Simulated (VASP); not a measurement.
Runs of VASP 6.6.1 on PbSe (Clausthalite). The structure is cubic, space group Fm-3m (No. 225). The conventional cell has a = 6.121 Å, b = 6.121 Å, c = 6.121 Å, α = 90.00°, β = 90.00°, γ = 90.00°. Pb (site symmetry m-3m) has 6 Se at 3.06 Å as nearest neighbours. Se (site symmetry m-3m) is surrounded by 6 Pb at 3.06 Å. 

```csv
task,level,potentials or basis,spin,cell,k mesh,cutoff (eV),smearing,gap on the mesh (eV),pressure (GPa),relaxed volume (Å³/atom)
band structure,BLYP,"VASP PAW PBE potentials, release 64 (Pb_d, Se)",off,as given,8 × 8 × 8,520,fermi-dirac 0.05 eV,(a),-,-
single point,PBE,"VASP PAW PBE potentials, release 64 (Pb_d, Se)",off,as given,8 × 8 × 8,520,gaussian 0.012 eV,0.29,2.4,-
single point,PBE,"VASP PAW PBE potentials, release 64 (Pb_d, Se)",off,as given,8 × 8 × 8,520,gaussian 0.05 eV,0.29,2.4,-
relaxation of cell and atoms,revPBE,"VASP PAW PBE potentials, release 64 (Pb_d, Se)",off,relaxed,8 × 8 × 8,600,fermi-dirac 0.05 eV,(b),0.0,30.86
band structure,LDA,"VASP PAW LDA potentials, release 64 (Pb_d, Se)",off,as given,8 × 8 × 8,520,fermi-dirac 0.05 eV,0.16,-,-
relaxation of cell and atoms,BLYP,"VASP PAW PBE potentials, release 64 (Pb_d, Se)",off,relaxed,8 × 8 × 8,600,fermi-dirac 0.05 eV,(c),0.0,32.20
relaxation of cell and atoms,LDA,"VASP PAW LDA potentials, release 64 (Pb_d, Se)",off,relaxed,8 × 8 × 8,600,fermi-dirac 0.05 eV,0.03,0.0,27.61
relaxation of cell and atoms,PBEsol,"VASP PAW PBE potentials, release 64 (Pb_d, Se)",off,relaxed,8 × 8 × 8,600,fermi-dirac 0.05 eV,0.17,0.0,28.42
single point,PBE,"VASP PAW PBE potentials, release 64 (Pb_d, Se)",off,as given,8 × 8 × 8,520,fermi-dirac 0.05 eV,0.29,2.4,-
band structure,revPBE,"VASP PAW PBE potentials, release 64 (Pb_d, Se)",off,as given,8 × 8 × 8,520,fermi-dirac 0.05 eV,0.35,-,-
```

Q: Fill in the values left out.

A: (a) 0.39; (b) 0.58; (c) 0.69.

Caveats: spin-orbit coupling is left out, which as a rule narrows the gap of such compounds by several tenths of an eV; the PAW data sets were made with another functional, which shifts forces and pressure a little (some runs); the volume moved by +12 % from the deposited cell, more than functionals usually miss (some runs).

A k mesh can miss the band edges, and the runs leave out spin-orbit coupling on Pb, Se.
